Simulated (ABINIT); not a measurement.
KCl (Sylvite):

```
K Cl
1.0
     0.00000    3.14647    3.14647
     3.14647    0.00000    3.14647
     3.14647    3.14647    0.00000
K Cl
1 1
Direct
  0.00000 0.00000 0.00000
  0.50000 0.50000 0.50000
```

Base run:

```yaml
Program: ABINIT 10.8.3 (patched build)
Functional: HSE06
Potentials_or_basis: SPMS NC PBE v1.0
Cutoff: 490 eV
k_mesh: 6 × 6 × 6
Occupations: fixed
Spin: no spin polarisation
```

Its results: band gap on the k mesh 6.46 eV, direct; pressure 0.3 GPa.

**Question.** The run is repeated on the same cell with these changes: functional from HSE06 to PBEsol. What comes out?

**Answer.** Band gap on the k mesh 5.02 eV, direct; pressure -0.5 GPa.

HSE06 gives the wider gap, since exact exchange removes part of the self-interaction.

Caveats: the potentials were made for another functional, which shifts forces and pressure; Libxc's HSE differs a little from that of other programs (some runs).

